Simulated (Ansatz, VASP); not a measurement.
One calculation of Sb, two programs

INCAR

```
SYSTEM = Sb
  ALGO = Normal
  EDIFF = 1E-6
  ENCUT = 520
  GGA = PS
  ISIF = 2
  ISMEAR = 0
  LASPH = .True.
  LCHARG = .False.
  LREAL = .False.
  LWAVE = .False.
  NBANDS = 8
  NELM = 60
  PREC = Accurate
  SIGMA = 0.15
```

The input KPOINTS:

```
k-points
0
Gamma
  16 16 16
  0 0 0
```

POSCAR

```
Sb
1.0
    3.0810000000      0.0000000000      0.0000000000
    0.0000000000      3.0810000000      0.0000000000
    0.0000000000      0.0000000000      3.0810000000
Sb
1
Direct
    0.0000000000      0.0000000000      0.0000000000
```

Input for Ansatz:

```yaml
crystal:
  lattice:
    - [3.081, 0.0, 0.0]
    - [0.0, 3.081, 0.0]
    - [0.0, 0.0, 3.081]
  atoms:
    - { symbol: Sb, position: [0.0, 0.0, 0.0] }
basis:
  ecutwfc: 420
kpoints:
  mp_grid: { grid: [16, 16, 16] }
hamiltonian:
  xc: pbesol
scf:
  occupations: { method: gaussian, width: 0.15 }
output:
  forces: true
  stress: true
  eigenvalues: true
```

Change from the starting cell: strain -0.025 along x and y, -0.025 along z, atoms carried along.

Alike in both runs: task single point; functional PBEsol; k mesh 16 × 16 × 16; occupations gaussian, width 0.15 eV; no spin polarisation.

|  | VASP | Ansatz |
| --- | --- | --- |
| version | VASP 6.6.1 | Ansatz 0.2.0 |
| potentials or method | VASP PAW PBE potentials, release 64 (Sb) | scalar-relativistic, plane waves, PAW |
| plane-wave cutoff (eV) | 520 | 420 |
| valence electrons in the cell | 5 | 15 |

|  | VASP | Ansatz | Ansatz less VASP |
| --- | --- | --- | --- |
| gap on the k mesh at the Fermi level (eV) | none | none | - |
| pressure (GPa) | -1.2 | -1.3 | -0.11 |

A gap of «none» marks a metal or a gap that the smearing closes. With one functional, cell and mesh, what is left measures potentials, basis and numerics. The two sets of potentials don't hold the same shells in valence.

Caveats: the PAW data sets were made with another functional, which shifts forces and pressure a little (VASP). Spin-orbit coupling is left out, which matters for the levels of Sb.
